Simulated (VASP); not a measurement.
# KF (Carobbiite) (Fm-3m) in VASP: notebook

One crystal, KF (Carobbiite), is run at these levels: PBE; tasks: relaxation of cell and atoms, single point.

All numbers are computed with VASP 6.6.1; they aren't measurements. Logs are shortened: lines on timing, memory, paths and dates and some standing lists are left out, and cuts for length are marked.

### 1 The structure

The structure is cubic, space group Fm-3m (No. 225). Conventional cell: a = 5.344 Å, b = 5.344 Å, c = 5.344 Å, α = 90.00°, β = 90.00°, γ = 90.00°. Around K (site symmetry m-3m) lie 6 F at 2.67 Å. F (site symmetry m-3m) has 6 K at 2.67 Å as nearest neighbours.

### 2 Relaxation of cell and atoms, PBE (cell and atoms relaxed tightly for response)

INCAR

```
SYSTEM = KF
PREC     = Accurate       ! precision mode
ENCUT    = 600            ! plane-wave cutoff, eV
EDIFF    = 1E-7           ! SCF threshold, eV
ISMEAR   = 0              ! smearing method
SIGMA    = 0.01           ! smearing width, eV
LREAL    = .False.        ! projectors in reciprocal space
LASPH    = .True.         ! aspherical terms in the spheres
NELM     = 100            ! most SCF steps
ALGO     = Normal         ! electronic algorithm
ISIF     = 3              ! what is computed and relaxed
LWAVE    = .False.        ! write WAVECAR
LCHARG   = .False.        ! write CHGCAR
GGA      = PE             ! functional
IBRION   = 2              ! ionic algorithm
NSW      = 80             ! ionic steps
EDIFFG   = -0.001         ! ionic threshold
```

KPOINTS

```
Automatic mesh
0
Gamma
  8 8 8
  0 0 0
```

POSCAR

```
KF
1.0
    0.0000000000      2.7093664282      2.7093664282
    2.7093664282      0.0000000000      2.7093664282
    2.7093664282      2.7093664282      0.0000000000
K F
1 1
Direct
    0.0000000000      0.0000000000      0.0000000000
    0.5000000000      0.5000000000      0.5000000000
```

Potentials or basis: VASP PAW PBE potentials, release 64 (K_sv, F).

Command:

```
cat potpaw_PBE.64/K_sv/POTCAR potpaw_PBE.64/F/POTCAR > POTCAR
mpirun -np 1 vasp_std > vasp.out
```

OUTCAR:

```text
SYSTEM = KF
   PREC = Accurate
   ENCUT = 600
   EDIFF = 1E-7
   ISMEAR = 0
   LREAL = .False.
   LASPH = .True.
   NELM = 100
   ISIF = 3
   GGA = PE
   IBRION = 2
   NSW = 80
   EDIFFG = -0.001

 ion  position               nearest neighbor table
   1  0.000  0.000  0.000-   2 2.71   2 2.71   2 2.71   2 2.71   2 2.71   2 2.71
   2  0.500  0.500  0.500-   1 2.71   1 2.71   1 2.71   1 2.71   1 2.71   1 2.71

  LATTYP: Found a face centered cubic cell.
 ALAT       =     5.4187328564

  Lattice vectors:

 A1 = (   0.0000000000,   2.7093664282,   2.7093664282)
 A2 = (   2.7093664282,   0.0000000000,   2.7093664282)
 A3 = (   2.7093664282,   2.7093664282,   0.0000000000)

Analysis of symmetry for initial positions (statically):
=====================================================================
 Subroutine PRICEL returns:
 Original cell was already a primitive cell.

 Routine SETGRP: Setting up the symmetry group for a
 face centered cubic supercell.

 Subroutine GETGRP returns: Found 48 space group operations
 (whereof 48 operations were pure point group operations)
 out of a pool of 48 trial point group operations.

The static configuration has the point symmetry O_h .

Analysis of symmetry for dynamics (positions and initial velocities):
=====================================================================
 Subroutine PRICEL returns:
 Original cell was already a primitive cell.

 Routine SETGRP: Setting up the symmetry group for a
 face centered cubic supercell.

 Subroutine GETGRP returns: Found 48 space group operations
 (whereof 48 operations were pure point group operations)
 out of a pool of 48 trial point group operations.

The dynamic configuration has the point symmetry O_h .

 Subroutine INISYM returns: Found 48 space group operations
 (whereof 48 operations are pure point group operations),
 and found     1 'primitive' translations

----------------------------------------------------------------------------------------

                                     Primitive cell

  volume of cell :      39.7771

  direct lattice vectors                    reciprocal lattice vectors
     0.000000000  2.709366428  2.709366428    -0.184544990  0.184544990  0.184544990
     2.709366428  0.000000000  2.709366428     0.184544990 -0.184544990  0.184544990
     2.709366428  2.709366428  0.000000000     0.184544990  0.184544990 -0.184544990

  length of vectors
[... 92 lines left out ...]
   PSTRESS=    0.0 pullay stress
   NELECT =      16.0000    total number of electrons
   NUPDOWN=      -1.0000    fix difference up-down
   EMIN   =  10.00;   EMAX   =-10.00  energy-range for DOS
   EFERMI =   0.00;   METHOD = LEGACY
   ISMEAR =     0;   SIGMA  =   0.01  broadening in eV -4-tet -1-fermi 0-gaus
   EFERMI_NEDOS =   21; number of points for ismear=-14 and -15
   IALGO  =     38    algorithm
   IMIX   =      4    mixing-type and parameters
     AMIX     =   0.40;   BMIX     =  1.00
     AMIX_MAG =   1.60;   BMIX_MAG =  1.00
  volume/ion in A,a.u.               =      19.89       134.21
  Fermi-wavevector in a.u.,A,eV,Ry     =   1.208473  2.283684 19.870055  1.460408
  Thomas-Fermi vector in A             =   2.344080
   LORBIT       =      0    0 simple, 1 ext, 2 COOP (PROOUT), +10 PAW based schemes
   GGA     = PE    functional components
   LHFCALC =     F    Hartree Fock is set to
   AEXX    =    0.0000 exact exchange contribution
   IVDW    =     0    specifies the selected vdW correction
   LEPSILON=     F    determine dielectric tensor
   LRPA    =     F    only Hartree local field effects (RPA)
 conjugate gradient relaxation of ions
 non-spin polarized calculation
 Gauss-broadening in eV      SIGMA  =   0.01
  energy-cutoff  :      600.00
  volume of cell :       39.78
 maximum number of plane-waves:      1363
   NGX = 15   NGY = 15   NGZ = 15

 number of electron      15.9999994 magnetization

 Free energy of the ion-electron system (eV)
  ---------------------------------------------------
  ext. energy  EPLUGINS =         0.00000000
  ---------------------------------------------------
  free energy    TOTEN  =        -8.30103527 eV

  energy without entropy =       -8.30103527  energy(sigma->0) =       -8.30103527

 E-fermi :  -2.7686     XC(G=0):  -8.2157

 val. band max:       -2.9140719716   @ k =   0.0000   0.0000   0.0000
 cond. band min:       3.0395201543   @ k =   0.0000   0.0000   0.0000
 fundamental gap:      5.9535921259
 Fermi energy:        -2.7686250732

 k-point     1 :       0.0000    0.0000    0.0000
  band No.  band energies     occupation
      1     -29.1686      2.00000
      2     -21.5486      2.00000
      3     -12.4479      2.00000
      4     -12.4479      2.00000
      5     -12.4479      2.00000
      6      -2.9141      2.00000
      7      -2.9141      2.00000
      8      -2.9141      2.00000
      9       3.0395      0.00000
     10       7.6486      0.00000
     11       7.6486      0.00000
     12       7.6486      0.00000
[... 331 lines left out ...]
 k-point    24 :      -0.3750    0.2500    0.1250
  band No.  band energies     occupation
      1     -29.0812      2.00000
      2     -21.5965      2.00000
      3     -12.7335      2.00000
      4     -12.6370      2.00000
      5     -12.5146      2.00000
      6      -3.4543      2.00000
      7      -3.1733      2.00000
      8      -3.1580      2.00000
      9       6.3173      0.00000
     10       6.9732      0.00000
     11       8.5288      0.00000
     12       9.5847      0.00000

 [... further k-points ...]

------------------------ aborting loop because EDIFF is reached ----------------------------------------

  FORCE on cell =-STRESS in cart. coord.  units (eV):
  Direction    XX          YY          ZZ          XY          YZ          ZX
  --------------------------------------------------------------------------------------
  -------------------------------------------------------------------------------------
  Total        0.0018985      0.0018985      0.0018985      0.0000000      0.0000000     -0.0000000
  in kB        0.0764697      0.0764697      0.0764697      0.0000000      0.0000000     -0.0000000
  external PRESSURE =       0.0764697 kB  Pullay stress =       0.0000000 kB

 VOLUME and BASIS-vectors are now :
 -----------------------------------------------------------------------------
  energy-cutoff  :      600.00
  volume of cell :       39.78
      direct lattice vectors                 reciprocal lattice vectors
     0.000000000  2.709366428  2.709366428    -0.184544990  0.184544990  0.184544990
     2.709366428  0.000000000  2.709366428     0.184544990 -0.184544990  0.184544990
     2.709366428  2.709366428  0.000000000     0.184544990  0.184544990 -0.184544990

 POSITION                                       TOTAL-FORCE (eV/Angst)
 -----------------------------------------------------------------------------------
      0.00000      0.00000      0.00000         0.000000     -0.000000     -0.000000
      2.70937      2.70937      2.70937        -0.000000      0.000000      0.000000
 -----------------------------------------------------------------------------------
    total drift:                                0.000000     -0.000000      0.000000

  FREE ENERGIE OF THE ION-ELECTRON SYSTEM (eV)
  ---------------------------------------------------
  free  energy   TOTEN  =        -8.3010352675 eV

  energy  without entropy=       -8.3010352675  energy(sigma->0) =       -8.30103527

 reached required accuracy - stopping structural energy minimisation
```

OSZICAR:

```text
N       E                     dE             d eps       ncg     rms          rms(c)
DAV:   1     0.127102694657E+03    0.12710E+03   -0.90588E+03   696   0.143E+03
DAV:   2    -0.426325454173E+01   -0.13137E+03   -0.11871E+03   876   0.346E+02
DAV:   3    -0.942835158745E+01   -0.51651E+01   -0.51443E+01   896   0.682E+01
DAV:   4    -0.957558830393E+01   -0.14724E+00   -0.14712E+00  1112   0.938E+00
DAV:   5    -0.957643178442E+01   -0.84348E-03   -0.84347E-03   884   0.828E-01    0.627E+00
DAV:   6    -0.833075221951E+01    0.12457E+01   -0.43915E+00   776   0.180E+01    0.363E+00
DAV:   7    -0.830279264224E+01    0.27960E-01   -0.12773E-01   936   0.316E+00    0.218E+00
DAV:   8    -0.829860994319E+01    0.41827E-02   -0.57998E-02   752   0.284E+00    0.212E-01
DAV:   9    -0.830034662563E+01   -0.17367E-02   -0.66531E-03   948   0.676E-01    0.123E-01
DAV:  10    -0.830091157521E+01   -0.56495E-03   -0.95118E-04   772   0.308E-01    0.611E-02
DAV:  11    -0.830104469659E+01   -0.13312E-03   -0.37358E-04   744   0.158E-01    0.208E-02
DAV:  12    -0.830103552919E+01    0.91674E-05   -0.65370E-05   900   0.681E-02    0.699E-03
DAV:  13    -0.830103523290E+01    0.29629E-06   -0.50556E-06   756   0.228E-02    0.266E-03
DAV:  14    -0.830103526748E+01   -0.34581E-07   -0.47968E-07   888   0.630E-03
   1 F= -.83010353E+01 E0= -.83010353E+01  d E =-.830104E+01
```

Wall time 13 s (1 thread of AMD EPYC 9R45 (Zen 5), shared host); peak memory 0.14 GiB.

What came out:

```
Free energy             : -8.3010 eV
Pressure after relaxing : 0.0 GPa
Band gap on the k mesh  : 5.95 eV, direct
```

Final structure:
```
CELL_PARAMETERS angstrom
0.00000 2.70937 2.70937
2.70937 0.00000 2.70937
2.70937 2.70937 0.00000
ATOMIC_POSITIONS crystal
K 0.00000 0.00000 0.00000
F 0.50000 0.50000 0.50000
```

Caveat: the relaxation stopped at its first step, so nothing moved.

### 3 Single point, PBE

INCAR

```
ALGO     = Fast           # electronic algorithm
EDIFF    = 1E-6           # SCF threshold, eV
ENCUT    = 520            # plane-wave cutoff, eV
GGA      = PE             # functional
ISIF     = 2              # what is computed and relaxed
ISMEAR   = 0              # smearing method
LASPH    = True           # aspherical terms in the spheres
LCHARG   = False          # write CHGCAR
LREAL    = False          # projectors in reciprocal space
LWAVE    = False          # write WAVECAR
NBANDS   = 15             # bands
NELM     = 100            # most SCF steps
PREC     = Accurate       # precision mode
SIGMA    = 0.1            # smearing width, eV
```

KPOINTS

```
k-points
0
Gamma
  6 6 6
```

POSCAR

```
KF
1.0
    0.0000000000      2.6718500000      2.6718500000
    2.6718500000      0.0000000000      2.6718500000
    2.6718500000      2.6718500000      0.0000000000
K F
1 1
Direct
    0.0000000000      0.0000000000      0.0000000000
    0.5000000000      0.5000000000      0.5000000000
```

Potentials or basis: VASP PAW PBE potentials, release 64 (K_sv, F).

Command:

```
cat potpaw_PBE.64/K_sv/POTCAR potpaw_PBE.64/F/POTCAR > POTCAR
mpirun -np 1 vasp_std > vasp.out
```

Run time: 7.6 s. Hardware: 1 thread of AMD EPYC 9R45 (Zen 5), shared host; peak memory 0.12 GiB.

The run converged. Its results:

- Free energy: -8.2900 eV
- Pressure: 1.4 GPa
- Band gap on the k mesh: 6.17 eV, direct

Levels at points of the mesh, in eV from the valence-band top:
```csv
k point,band 5,band 6,band 7,band 8,band 9,band 10,band 11,band 12
"(0.00, 0.00, 0.00)",-9.39,0.00,0.00,0.00,6.17,10.68,10.68,10.68
"(0.50, 0.00, 0.00)",-9.42,-0.79,-0.35,-0.35,9.07,10.61,12.07,12.07
"(0.50, 0.50, 0.00)",-9.60,-0.21,-0.06,-0.06,8.20,10.30,11.81,13.61
```

As with any semilocal functional, this PBE gap is likely too small.
